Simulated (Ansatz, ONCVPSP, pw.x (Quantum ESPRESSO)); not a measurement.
From atom to crystal: ONCV potential for In

* Element: In (Z = 49)
* Generator: ONCVPSP 4.0.1.1 (patched build)
* Type: optimised norm-conserving Vanderbilt (ONCV)
* Functional: PBE
* Relativity: scalar-relativistic
* Frozen core: [Kr] 4d10
* Valence charge: 3
* Reference configuration: 5s2 5p1
* Partial waves: 5s: rc 2.30 bohr, ncon 3, nbas 6, qcut 2.9 1/bohr, 1 projector; 5p: rc 3.20 bohr, ncon 4, nbas 8, qcut 3 1/bohr, 2 projectors, debl 1.2 Ha; d scattering state at 0.02 Ha: rc 2.80 bohr, ncon 4, nbas 8, qcut 3.7 1/bohr, 2 projectors, debl 2.8 Ha
* Local potential: polynomial inside 2.20 bohr (lpopt 5, dvloc0 1 Ha)
* Core correction: Teter function fitted to the true core (icmod 2), fcfact 0.7

Crystal test: bcc In in pw.x 7.5, no spin, 12³ k-points, Fermi–Dirac smearing 0.01 Ry, cutoffs 50/200 Ry. The reference is all-electron LAPW (Ansatz 0.2.0) with the same functional, mesh and smearing; V0 and B0 come from Birch–Murnaghan fits to the pressures at five volumes. Errors are pseudo minus all-electron; Δ is the rms difference of the E(V) curves that follow from these fits, minima aligned, over ±6 % about the mean V0. Mesh and smearing are coarse, so the numbers serve the comparison and aren't converged zero-temperature values; the lattice is a test structure that the element need not adopt.

| V (Å³/atom) | P all-electron (GPa) | P pseudo (GPa) |
| --- | --- | --- |
| 26.725 | 1.56 | -0.03 |
| 27.429 | 0.54 | -0.95 |
| 28.132 | -0.33 | -1.72 |
| 28.835 | -1.07 | -2.38 |
| 29.539 | -1.70 | -2.93 |

All-electron: a0 = 3.819 Å (V0 = 27.85 Å³/atom), B0 = 33.9 GPa.

Pseudopotential: mean pressure error (GPa): -1.40. The pressure does not cross zero within the volumes sampled, so no fit is given. This is a poor potential for the solid.

Q: At the middle volume, how do free energy and pressure move when the wave cutoff is lowered (ecutrho kept at four times it)?

A:

```tsv
cutoff (Ry)	shift of F (meV/atom)	shift of P (GPa)
22	+25.4	+0.24
30	+13.7	-0.05
40	+3.3	+0.14
```

The run at the middle volume (72 k-points, 7 iterations) took about 14 s on one core of a shared host (AMD EPYC 7R43 64-Core Processor, 256 threads, 1004 GiB, load 148).
